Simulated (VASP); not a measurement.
Os, 1 atom in the cell. It takes space group Fm-3m (No. 225, cubic). Conventional cell: a = 3.820 Å, b = 3.820 Å, c = 3.820 Å, α = 90.00°, β = 90.00°, γ = 90.00°. Os (site symmetry m-3m) has 12 Os at 2.70 Å as nearest neighbours. The cell was built by a generator and needn't be a form met in nature.

```yaml
Program: VASP 6.6.1
Task: relaxation of cell and atoms
Functional: PBEsol
Potentials_or_basis: VASP PAW PBE potentials, release 64 (Os)
Cutoff: 600 eV
k_mesh: 24 × 24 × 24
Occupations: gaussian, width 0.1 eV
Spin: no spin polarisation
Dipole_correction: no
Further_INCAR_settings: ALGO = Normal; EDIFF = 1e-06; IBRION = 2; EDIFFG = -0.01; NSW = 100; ISIF = 3
```

Potentials or basis: VASP PAW PBE potentials, release 64 (Os).

Run with:

```bash
$ cat potpaw_PBE.64/Os/POTCAR > POTCAR
$ mpirun -np 1 vasp_std > vasp.out
```

Hardware: 1 thread of Intel(R) Xeon(R) Platinum 8488C (Sapphire Rapids) (shared host).

**Question.** Estimate the wall time of this run.

**Answer.** Wall time 44 s on 1 thread of Intel(R) Xeon(R) Platinum 8488C (Sapphire Rapids), on a shared host, peak memory 0.2 GiB. Counts: scf iterations 24, k points 413, ion steps 3.
